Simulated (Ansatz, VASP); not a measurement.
**SiC in VASP and in Ansatz**

INCAR

```
SYSTEM = SiC
PREC     = Accurate       ! precision mode
ENCUT    = 520            ! plane-wave cutoff, eV
EDIFF    = 1E-6           ! SCF threshold, eV
ISMEAR   = 0              ! smearing method
SIGMA    = 0.05           ! smearing width, eV
LREAL    = .FALSE.        ! projectors in reciprocal space
LASPH    = .TRUE.         ! aspherical terms in the spheres
NELM     = 80             ! most SCF steps
ALGO     = Normal         ! electronic algorithm
ISIF     = 2              ! what is computed and relaxed
LWAVE    = .FALSE.        ! write WAVECAR
LCHARG   = .FALSE.        ! write CHGCAR
GGA      = PE             ! functional
NBANDS   = 11             ! bands
```

File KPOINTS:

```
regular mesh
0
G
  12 12 12
  0 0 0
```

POSCAR

```
SiC
1.0
    0.0000000000      2.1287340962      2.1287340962
    2.1287340962      0.0000000000      2.1287340962
    2.1061695147      2.1061695147      0.0225645814
Si C
1 1
Direct
    0.0000000000      0.0000000000      0.0000000000
    0.7500000000      0.7500000000      0.7500000000
```

Input for Ansatz:

```yaml
crystal:
  lattice:
    - [0.0, 2.1287340962, 2.1287340962]
    - [2.1287340962, 0.0, 2.1287340962]
    - [2.1061695147, 2.1061695147, 0.0225645814]
  atoms:
    - { symbol: Si, position: [0.0, 0.0, 0.0] }
    - { symbol: C, position: [0.75, 0.75, 0.75] }
basis:
  ecutwfc: 520.0
kpoints:
  mp_grid: { grid: [12, 12, 12] }
hamiltonian:
  xc: pbe
scf:
  occupations: { method: gaussian, width: 0.05 }
output:
  forces: true
  stress: true
  eigenvalues: true
```

Alike in both runs: task single point; functional PBE; k mesh 12 × 12 × 12; occupations gaussian, width 0.05 eV; no spin polarisation.

|  | VASP | Ansatz |
| --- | --- | --- |
| version | VASP 6.6.1 | Ansatz 0.2.0 |
| potentials or method | VASP PAW PBE potentials, release 64 (Si, C) | scalar-relativistic, plane waves, PAW |
| plane-wave cutoff (eV) | 520 | 520 |
| valence electrons in the cell | 8 | 8 |

```tsv
	VASP	Ansatz	Ansatz less VASP
gap on the k mesh at the Fermi level (eV)	1.20	1.20	+0.004
least direct gap on the mesh (eV)	4.52	4.53	+0.007
pressure (GPa)	26.1	26.2	+0.13
largest component of the traceless stress (GPa)	3.73	3.72	-0.013
rms of the force components (eV/Å)	0.152	0.152	+0.0004
```

Atom by atom the forces differ by 0.000 eV/Å (rms over components). The functional is the same, so the differences come from potentials, cutoffs and numerics.

Caveats: so large a pressure means that the cell lies far from this level's equilibrium, or that cutoff or potentials fall short (VASP). A k mesh can miss the band edges.
